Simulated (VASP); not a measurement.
## TiS2: single point with r2SCANh

The system is TiS2.

```
Ti S
1.0
     3.41200    0.00000    0.00000
    -1.70600    2.95488    0.00000
     0.00000    0.00000    5.69500
Ti S
1 2
Direct
  0.00000 0.00000 0.00000
  0.33333 0.66667 0.25000
  0.66667 0.33333 0.75000
```

- Program: VASP 6.6.1
- Task: single point
- Functional: r2SCANh
- Potentials or basis: VASP PAW PBE potentials, release 64 (Ti_sv, S)
- Cutoff: 520 eV
- k mesh: 5 × 5 × 3
- Occupations: gaussian, width 0.01 eV
- Spin: no spin polarisation

* Pressure: -0.4 GPa
* Largest force: 0.448 eV/Å
* Band gap on the k mesh: 0.69 eV, indirect (least direct gap 1.14 eV)

Forces on the atoms (eV/Å):
```
Ti   0.000  0.000  0.000
S    0.000  0.000 -0.448
S    0.000  0.000  0.448
```

Stress tensor (GPa, compression positive):
```
 0.15  0.00  0.00
 0.00  0.15  0.00
 0.00  0.00 -1.48
```

Levels at points of the mesh, in eV from the valence-band top:
```tsv
k point	band 8	band 9	band 10	band 11	band 12	band 13	band 14	band 15	band 16	band 17
(0.00, 0.00, 0.00)	-3.20	-3.20	-0.10	0.00	0.00	1.14	1.14	1.67	4.11	4.11
```

Run time: 11 min on 1 thread of Intel(R) Xeon(R) 6975P-C (Granite Rapids), on a shared host, peak memory 0.2 GiB.

Caveat: the k mesh is coarse (spacing up to 0.43 Å⁻¹), so the values aren't converged, least of all with exact exchange; the PAW data sets were made with another functional, which shifts forces and pressure a little; an odd mesh through Γ misses points on the zone boundary, where band edges often lie.
